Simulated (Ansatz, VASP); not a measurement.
## Cross-check of MgO (Periclase) between VASP and Ansatz

Wanted: the spread between two codes on one cell, functional and k mesh. The cell is taken from a series of VASP runs on this material, whose earlier steps may have relaxed, scaled or displaced it; both programs get it as it stands.

Program: Ansatz 0.2.0. Level of theory: plane waves, with VASP 6.6.1 beside it; relaxation of cell and atoms at PBEsol. Results are calculated unless marked as measured.

## Step 1: The starting structure

Symmetry: Fm-3m, No. 225, cubic system. Conventional cell: a = 4.210 Å, b = 4.210 Å, c = 4.210 Å, α = 90.00°, β = 90.00°, γ = 90.00°. Mg has 6 O at 2.10 Å nearest. Nearest to O lie 6 Mg at 2.10 Å. Farther neighbours and most contacts between anions are not listed.

Coordinates:

```
Mg O
1.0
     0.00000    2.10485    2.10485
     2.10485    0.00000    2.10485
     2.10485    2.10485    0.00000
Mg O
1 1
Direct
  0.00000 0.00000 0.00000
  0.50000 0.50000 0.50000
```

## Step 2: VASP: relaxation of cell and atoms, PBEsol

The relaxed volume is the usual yardstick between codes: its relative difference is about their pressure difference at one cell divided by the bulk modulus.

Lines of VASP's logs that name or quote its potential files are left out, and so is its time.

Contents of INCAR:

```
SYSTEM = MgO
PREC = Accurate
ENCUT = 520
EDIFF = 1E-07
NELM = 100
ISMEAR = 0
SIGMA = 0.05
LREAL = .FALSE.
ALGO = Normal
GGA = PS
NBANDS = 10
LORBIT = 11
LWAVE = .FALSE.
LCHARG = .FALSE.
KPAR = 12
IBRION = 2
NSW = 50
ISIF = 3
EDIFFG = -0.003
```

Contents of POSCAR:

```
MgO
1.0
    0.0000000000      2.1048525355      2.1048525355
    2.1048525355      0.0000000000      2.1048525355
    2.1048525355      2.1048525355      0.0000000000
Mg O
1 1
Direct
    0.0000000000      0.0000000000      0.0000000000
    0.5000000000      0.5000000000      0.5000000000
```

Contents of KPOINTS:

```
Automatic mesh
0
Gamma
13 13 13
0 0 0
```

The projector-augmented-wave data sets are Mg and O (PBE family, release 64).

Run with:

```sh
mpirun -np 12 vasp_std
```

Numbers of over 12 decimals in the logs are rounded to 6 here.

The program printed:

```text
[banner, memory and clock lines left out]
running   12 mpi-ranks, on    1 nodes
 distrk:  each k-point on    1 cores,   12 groups
 distr:  one band on    1 cores,    1 groups

 POSCAR found type information on POSCAR MgO
 POSCAR found :  2 types and       2 ions
|                                                                             |
|           W    W    AA    RRRRR   N    N  II  N    N   GGGG   !!!           |
|           W    W   A  A   R    R  NN   N  II  NN   N  G    G  !!!           |
|           W    W  A    A  R    R  N N  N  II  N N  N  G       !!!           |
|           W WW W  AAAAAA  RRRRR   N  N N  II  N  N N  G  GGG   !            |
|           WW  WW  A    A  R   R   N   NN  II  N   NN  G    G                |
|           W    W  A    A  R    R  N    N  II  N    N   GGGG   !!!           |
|                                                                             |
|     For optimal performance we recommend to set                             |
|       NCORE = 2 up to number-of-cores-per-socket                            |
|     NCORE specifies how many cores store one orbital (NPAR=cpu/NCORE).      |
|     This setting can greatly improve the performance of VASP for DFT.       |
|     The default, NCORE=1 might be grossly inefficient on modern             |
|     multi-core architectures or massively parallel machines. Do your        |
|     Unfortunately you need to use the default for GW and RPA                |
|     calculations (for HF NCORE is supported but not extensively tested      |
|     yet).                                                                   |
|                                                                             |

|                                                                             |
|               ----> ADVICE to this user running VASP <----                  |
|                                                                             |
|     You enforced a specific xc type in the INCAR file but a different       |
|     [... a line on the potential file left out ...]
|     I HOPE YOU KNOW WHAT YOU ARE DOING!                                     |
|                                                                             |

 LDA part: xc-table for (Slater+PW92), standard interpolation
 POSCAR, INCAR and KPOINTS ok, starting setup
 FFT: planning ... GRIDC
 FFT: planning ... GRID_SOFT
 FFT: planning ... GRID
 WAVECAR not read
 entering main loop
       N       E                     dE             d eps       ncg     rms          rms(c)
DAV:   1     0.133157685690E+02    0.13316E+02   -0.47544E+03  1912   0.709E+02
DAV:   2    -0.133191531142E+02   -0.26635E+02   -0.25842E+02  1934   0.141E+02
DAV:   3    -0.138969591705E+02   -0.57781E+00   -0.57734E+00  1986   0.185E+01
DAV:   4    -0.138985093384E+02   -0.15502E-02   -0.15501E-02  1858   0.106E+00
DAV:   5    -0.138985142109E+02   -0.48725E-05   -0.48725E-05  1894   0.590E-02    0.667E+00
DAV:   6    -0.125495433370E+02    0.13490E+01   -0.78687E+00  1716   0.165E+01    0.220E+00
DAV:   7    -0.125260344354E+02    0.23509E-01   -0.45129E-02  1804   0.212E+00    0.129E+00
DAV:   8    -0.125127347407E+02    0.13300E-01   -0.22259E-02  1718   0.186E+00    0.195E-01
DAV:   9    -0.125125478446E+02    0.18690E-03   -0.21423E-04  1926   0.113E-01    0.133E-01
DAV:  10    -0.125124855585E+02    0.62286E-04   -0.37821E-04  1816   0.158E-01    0.557E-03
DAV:  11    -0.125124865909E+02   -0.10324E-05   -0.41654E-06  1816   0.156E-02    0.321E-03
DAV:  12    -0.125124870592E+02   -0.46822E-06   -0.93583E-08  1400   0.363E-03    0.454E-04
DAV:  13    -0.125124871135E+02   -0.54369E-07   -0.17449E-08   928   0.104E-03
   1 F= -.12512487E+02 E0= -.12512487E+02  d E =-.125125E+02
 curvature:   0.00 expect dE= 0.000E+00 dE for cont linesearch  0.000E+00
 trial: gam= 0.00000 g(F)=  0.166E-65 g(S)=  0.791E-08 ort = 0.000E+00 (trialstep = 0.100E+01)
 search vector abs. value=  0.801E-08
 reached required accuracy - stopping structural energy minimisation
```

Parts of OUTCAR (step 2):

```text
ion  position               nearest neighbor table
   1  0.000  0.000  0.000-   2 2.10   2 2.10   2 2.10   2 2.10   2 2.10   2 2.10
   2  0.500  0.500  0.500-   1 2.10   1 2.10   1 2.10   1 2.10   1 2.10   1 2.10

  LATTYP: Found a face centered cubic cell.
 ALAT       =     4.2097050710

 Subroutine GETGRP returns: Found 48 space group operations
 (whereof 48 operations were pure point group operations)

The static configuration has the point symmetry O_h .

 Found     84 irreducible k-points:

   k-points           NKPTS =     84   k-points in BZ     NKDIM =     84   number of bands    NBANDS=     10

   dimension x,y,z NGX =    24 NGY =   24 NGZ =   24
   dimension x,y,z NGXF=    48 NGYF=   48 NGZF=   48

   ENCUT  =  520.0 eV  38.22 Ry    6.18 a.u.   5.53  5.53  5.53*2*pi/ulx,y,z

   NELECT =       8.0000    total number of electrons

 k-points in reciprocal lattice and weights: Automatic mesh
   0.00000000  0.00000000  0.00000000       0.000
   0.07692308  0.00000000  0.00000000       0.004
   0.15384615  0.00000000  0.00000000       0.004
   0.23076923  0.00000000  0.00000000       0.004
   0.30769231  0.00000000  0.00000000       0.004
   0.38461538  0.00000000  0.00000000       0.004
   0.46153846  0.00000000  0.00000000       0.004
   0.07692308  0.07692308  0.00000000       0.003
   0.15384615  0.07692308  0.00000000       0.011
[...]
-0.30769231  0.46153846  0.15384615       0.011
  -0.30769231  0.46153846  0.23076923       0.011

 average (electrostatic) potential at core
       1 -34.6517       2 -69.5513

 E-fermi :   3.3105

 k-point     1 :       0.0000    0.0000    0.0000
  band No.  band energies     occupation
      1     -14.1348      2.00000
      2       3.0798      2.00000
      3       3.0798      2.00000
      4       3.0798      2.00000
      5       7.7304      0.00000
      6      18.7213      0.00000
      7      18.7213      0.00000
      8      18.7213      0.00000
      9      22.5682      0.00000
    ...

 k-point     2 :       0.0769    0.0000    0.0000
  band No.  band energies     occupation
      1     -14.0703      2.00000
      2       2.6648      2.00000
      3       3.0383      2.00000
      4       3.0383      2.00000
      5       8.1289      0.00000
      6      17.8624      0.00000
      7      18.8689      0.00000
      8      18.8689      0.00000
      9      23.7087      0.00000
    ...

 k-point     3 :       0.1538    0.0000    0.0000
  band No.  band energies     occupation
      1     -13.8859      2.00000
      2       1.7235      2.00000
      3       2.9258      2.00000
      4       2.9258      2.00000
      5       9.0014      0.00000
      6      16.5679      0.00000
      7      19.2341      0.00000
      8      19.2341      0.00000
      9      23.2579      0.00000
    ...

  Total        0.0003307      0.0003307      0.0003307     -0.0000000      0.0000000     -0.0000000
  in kB        0.0284097      0.0284097      0.0284097     -0.0000000      0.0000000     -0.0000000
  external PRESSURE =       0.0284097 kB  Pullay stress =       0.0000000 kB

  energy-cutoff  :      520.00
  volume of cell :       18.65
      direct lattice vectors                 reciprocal lattice vectors
     0.000000000  2.104852536  2.104852536    -0.237546332  0.237546332  0.237546332
     2.104852536  0.000000000  2.104852536     0.237546332 -0.237546332  0.237546332
     2.104852536  2.104852536  0.000000000     0.237546332  0.237546332 -0.237546332

 POSITION                                       TOTAL-FORCE (eV/Angst)
 -----------------------------------------------------------------------------------
      0.00000      0.00000      0.00000        -0.000000     -0.000000     -0.000000
      2.10485      2.10485      2.10485         0.000000      0.000000      0.000000
 -----------------------------------------------------------------------------------
    total drift:                               -0.000000     -0.000000      0.000000

  FREE ENERGIE OF THE ION-ELECTRON SYSTEM (eV)
  ---------------------------------------------------
  free  energy   TOTEN  =       -12.5124871135 eV

  energy  without entropy=      -12.5124871135  energy(sigma->0) =      -12.51248711

 reached required accuracy - stopping structural energy minimisation

 total charge
# of ion       s       p       d       tot
------------------------------------------
    1        0.150   0.182   0.080   0.412
    2        1.537   3.542   0.000   5.079
--------------------------------------------------
tot          1.688   3.724   0.080   5.491

[... 3 further parts left out ...]
```

CONTCAR:

```
MgO
   1.00000000000000
     0.0000000000000000    2.1048525355000001    2.1048525355000001
     2.1048525355000001    0.0000000000000000    2.1048525355000001
     2.1048525355000001    2.1048525355000001    0.0000000000000000
  Mg              O
     1     1
Direct
     0.0000000000000000    0.0000000000000000    0.0000000000000000
     0.5000000000000000    0.5000000000000000    0.5000000000000000
```

## Step 3: Ansatz: relaxation of cell and atoms, PBEsol

Ansatz runs on its default PAW (the set named soft_2) files.

The same cell, functional, mesh and smearing now go to Ansatz, which takes its cutoff from its data sets.

Contents of input.yaml:

```yaml
crystal:
  lattice:
    - [0.0, 2.1048525355, 2.1048525355]
    - [2.1048525355, 0.0, 2.1048525355]
    - [2.1048525355, 2.1048525355, 0.0]
  atoms:
    - { symbol: Mg, position: [0.0, 0.0, 0.0] }
    - { symbol: O, position: [0.5, 0.5, 0.5] }
hamiltonian:
  xc: pbesol
  pseudopotentials: { kind: paw }
kpoints:
  mp_grid: { grid: [13, 13, 13] }
scf:
  occupations: { method: gaussian, width: 0.05 }
relax:
  f_tol: 0.01
  max_steps: 60
  cell: { stress_tol: 0.05 }
output:
  forces: true
  stress: true
  write_density: true
  write_potential: true
  elf: true
  volumetric_format: npy
```

Run with:

```sh
ansatz run input.yaml --threads 4 --pin off --max-ram 9216MiB --backend cpu --events-out ev --progress --plain --runs-dir out
```

The program printed:

```text
Engine: ansatz 0.2.0, aarch64-unknown-linux-gnu
Pseudopotentials: kind: paw
Pseudopotential: Mg, paw, valence charge 10, recommended cutoff 420 eV (normal), Mg.paw.azcp
Pseudopotential: O, paw, valence charge 6, recommended cutoff 420 eV (normal), O.paw.azcp
Functional definition: PBEsol
  exchange = pbesol_x
  correlation = pbesol_c
Crystal: 2 atoms, lattice volume = 18.651 Å³
Basis set: ecut = 420 eV, 339 PW (Γ), exchange–correlation on 40×40×40 points (8 copies of the dense FFT grid, shifted against one another)
Bands: 12, of which v1, the nominal top of the filled ones, is band 8 counted from 1 (7 counted from 0)
Symmetry: 48 space group operations
Space group: Fm-3m (ITA 225), of the structure as read, at distance tolerance 2.7e-5 Å
k-points: 84 of 2197
Non-local potential: Mg, projectors of the file, l = 0: 3, l = 1: 2, l = 2: 1
Non-local potential: O, projectors of the file, l = 0: 2, l = 1: 2, l = 2: 1
PAW form: soft (Blöchl's): semilocal exchange-correlation on the pseudo side does not see the compensation charge
PAW frozen core: Mg, regenerated for the run's functional, and the local potential with it (the file was generated under x = pbe(κ = 0.804, μ = 0.219515), c = pbe(β = 0.066725))
PAW frozen core: O, regenerated for the run's functional, and the local potential with it (the file was generated under x = pbe(κ = 0.804, μ = 0.219515), c = pbe(β = 0.066725))
PAW one-centre angular grid: Mg, 110 points (default); XC on 64 Gauss nodes
PAW one-centre angular grid: O, 110 points (default); XC on 64 Gauss nodes
Initial density: superposition of atomic densities (neutral atoms: chi_scale 0, normalization atom), corrected by the library's trained network
Initial wavefunctions: pseudopotential atomic-orbital guess
Functional: x = pbesol(κ = 0.804, μ = 0.123457), c = pbesol(β = 0.046)
SCF iter   1: F=—  HF=-2475.880617 eV  |F-HF|=—  |Δ(HF+E_count)|=         —  Δρ=1.46e-2  dr2=3.14e-2  ethr=1.77e-3  ⟨swp⟩=5.4  Hψ=5748  notcnv=0
preconditioner: auto → none  [insulator: Δε(μ)=4.525 eV  Ē_g=18.309 eV  σ=0.050 eV  W_gap=1.00  n_scr=8 (ndim 8)  ℏωp=24.3 eV  f_vac=0.000  D(μ)=0.00/eV (n_scr^D=0)  ε∞_Penn≈2.8]
SCF iter   2: F=—  HF=-2475.872065 eV  |F-HF|=—  |Δ(HF+E_count)|=   8.55e-3  Δρ=4.11e-3  dr2=3.08e-3  ethr=1.97e-4  ⟨swp⟩=2.0  Hψ=1985  notcnv=0
SCF iter   3: F=—  HF=-2475.871285 eV  |F-HF|=—  |Δ(HF+E_count)|=   7.80e-4  Δρ=6.62e-4  dr2=4.36e-5  ethr=1.92e-5  ⟨swp⟩=2.0  Hψ=1341  notcnv=0
SCF iter   4: F=—  HF=-2475.871264 eV  |F-HF|=—  |Δ(HF+E_count)|=   2.04e-5  Δρ=1.14e-4  dr2=9.44e-7  ethr=2.73e-7  ⟨swp⟩=2.7  Hψ=1627  notcnv=0
SCF iter   5: F=—  HF=-2475.871263 eV  |F-HF|=—  |Δ(HF+E_count)|=   8.28e-7  Δρ=3.69e-5  dr2=1.03e-7  ethr=5.90e-9  ⟨swp⟩=2.0  Hψ=1381  notcnv=0
SCF iter   6: F=-2475.871263 eV  HF=-2475.871263 eV  |F-HF|=4.01e-10  |Δ(HF+E_count)|=   4.96e-8  Δρ=3.93e-6  dr2=1.48e-9  ethr=6.25e-10  ⟨swp⟩=7.7  Hψ=5413  notcnv=0
SCF 1 converged in 6 iterations: F = -2475.871263 eV  dr2 = 1.48e-9
  greatest PAW one-centre occupation: 1.000 electrons in one spin orbital (limit 2), on the Mg atom at site 0 (counted from 0), in its partial waves of l = 0
relax step   1: F+E_penalty+E_count = -2475.87126339 eV  Δ(F+E_penalty+E_count) = +0.000e0 eV  max|allowed force component| = 7.050e-30 eV/Å  Δτ_max = 0.0000 Å  P = +0.500 GPa  Ω = 18.651 Å³  (6 SCF iters, dr2 threshold 1.00e-7 eV, accepted)
[...]
relax step   2: F+E_penalty+E_count = -2475.87122139 eV  Δ(F+E_penalty+E_count) = +4.200e-5 eV  max|allowed force component| = 6.935e-30 eV/Å  Δτ_max = 0.0000 Å  P = +0.281 GPa  Ω = 18.675 Å³  energy of the carried Pulay correction = -1.017e-4 eV  (6 SCF iters, dr2 threshold 2.00e-7 eV, accepted)
[...]
relax step   3: F+E_penalty+E_count = -2475.87111812 eV  Δ(F+E_penalty+E_count) = +1.033e-4 eV  max|allowed force component| = 4.898e-30 eV/Å  Δτ_max = 0.0000 Å  P = +0.001 GPa  Ω = 18.707 Å³  energy of the carried Pulay correction = -2.327e-4 eV  (6 SCF iters, dr2 threshold 1.98e-7 eV, accepted)
[...]
relax step   4: F+E_penalty+E_count = -2475.87144784 eV  Δ(F+E_penalty+E_count) = -3.297e-4 eV  max|allowed force component| = 4.388e-30 eV/Å  Δτ_max = 0.0000 Å  P = +0.026 GPa  Ω = 18.707 Å³  stress off target by 2.58e-2 GPa  SCF on the basis re-selected at this cell (its energy is not comparable with the rows above)  (8 SCF iters)
basis re-selected at this cell: Δ(F+E_penalty+E_count) = -3.297e-4 eV, ΔP = +0.025 GPa vs the last step (what re-selecting the basis moved, of the pressure what is left beyond the Pulay correction that the steps carried, after the strain that the cell walked since its last selection, with what the two solves' SCF thresholds leave and, on support functions, any second-order correction that the steps lacked; it is no m [...]
SCF converged after 8 iterations
Free energy (F): -2475.871448 eV
Harris-Foulkes:  -2475.871448 eV  (|F-HF|=0.00e0)
Internal energy: -2475.871448 eV  (E = F + TS)
E sigma→0 (E₀):  -2475.871448 eV
Fermi energy:    10.308134 eV
--- Per-component energies (eV) ---
  E_band       = -292.389185
  E_kinetic    = 254.945249
  E_local      = -1601.806921  (includes V_loc(G=0)·N_el)
  E_nonlocal   = 143.746428
  E_hartree    = 552.937664
  E_xc         = -103.901400
  E_vxc        = -133.878332  (∫ρ·V_xc dr)
  E_paw        = -433.089589  (= ΣΔE_a)
  E_vpaw       = -61.273454  (= ΣTr[D̂ρ^β])
  E_aug_tail   = 0.002515  (compensation charges beyond the density's cutoff)
  E_ewald      = -1288.799545
  E_core_change = 0.094150  (= ΣΔE_core)
  E_smearing   = -0.000000  (= −TS)
  E_closure    = 0.000000  (closes the sum)
  Σ components = -2475.871448   (vs F -2475.871448, Δ=0.00e0)
--- Forces (eV/Å), atoms counted from 1 ---
  atom   1  Mg    -0.00000000     0.00000000    -0.00000000
  atom   2  O      0.00000000    -0.00000000     0.00000000
  max |Σ_I F_I| component: 8.05e-30 eV/Å
--- Stress (GPa, compression-positive) ---
        0.025816      -0.000000      -0.000000
       -0.000000       0.025816      -0.000000
       -0.000000      -0.000000       0.025816
  P = ⅓ Tr σ = 0.0258 GPa (0.258 kbar)
--- Band table (eV; the first three rows and the last of 84) ---
  k-point 0: bands = [... 4 lower, -9.1905, 7.9972, 7.9972, 7.9972, 12.6184, 23.6645, 23.6645, 23.6645]
  k-point 1: bands = [... 4 lower, -9.1243, 7.5833, 7.9564, 7.9564, 13.0170, 22.7933, 23.8097, 23.8097]
  k-point 2: bands = [... 4 lower, -8.9354, 6.6447, 7.8449, 7.8449, 13.8894, 21.4890, 24.1675, 24.1675]
  k-point 83: bands = [... 4 lower, -7.5672, 4.8081, 5.2052, 6.2939, 19.2708, 19.5572, 20.0979, 23.5864]
--- Relaxed structure (3 steps of the walk, 3 accepted, 1 SCFs on fresh bases) ---
  F+E_penalty+E_count = -2475.87144784 eV   max|allowed force component| = 4.388e-30 eV/Å   (the final SCF, on the basis selected at the relaxed cell)
  cell:  # Å, volume = 18.7067 Å³
    - [0, 2.106958, 2.106958]
    - [2.106958, 0, 2.106958]
    - [2.106958, 2.106958, 0]
  atoms:
    - { symbol: Mg, position: [0, 0, 0] }
    - { symbol: O, position: [0.5, 0.5, 0.5] }
```

The job ended after 2 s (4 threads of Arm Neoverse V1, shared host; peak memory 0.29 GiB; 6 s of CPU time).

## Step 4: Side by side

Known differences besides the potentials themselves: both relaxations stop at a tolerance, which leaves soft axes loose, and VASP keeps its plane-wave basis; the data sets hold 16 valence electrons in Ansatz (default PAW (the set named soft_2) files) and 8 in VASP; the cutoff is 420 eV in Ansatz and 520 eV in VASP; Ansatz makes its cores anew for this functional, VASP keeps those of its PBE data sets; VASP leaves aspherical gradient terms in its spheres out (LASPH is not set), Ansatz keeps them; Ansatz adds a Pulay correction to the stress that steers its cell, VASP none. Total energies have different zeros and are not compared.

The two programs side by side:

| quantity | Ansatz | VASP | difference |
| --- | --- | --- | --- |
| volume (Å³) | 18.71 | 18.65 | +0.30 % |
| edge a after relaxation, in the typed setting (Å) | 2.980 | 2.977 | +0.10 % |

The walks stopped with 0.03 GPa left in Ansatz and 0.00 GPa in VASP; each walk ends within a tolerance, so the volume difference is uncertain by about these residues over the bulk modulus, most in soft cells.

## Step 5: What came out

- difference in volume (relaxation of cell and atoms, PBEsol): 0.30 %

**Reading.** The difference in volume is 0.30 % (relaxation of cell and atoms, PBEsol), within the 1.2 % picked in this series as the mark of a large difference, as far as the stopping tolerances let one tell. Such differences can come from data sets, numerical settings and the points named under the comparisons, not from the functional's error against experiment.

[Lines on the potential files, build, host, timing and source positions are cut from VASP's logs without a mark.]

[Logs are printed without paths, hosts, clocks, repeated set-up lines and the standing remarks that a program may print on its own settings, such as how far it seeks lower states.]

[Hosts, paths, dates, database ids (printed as entryN), source tags and the programs' standing remarks are cut or masked in the printed files.]
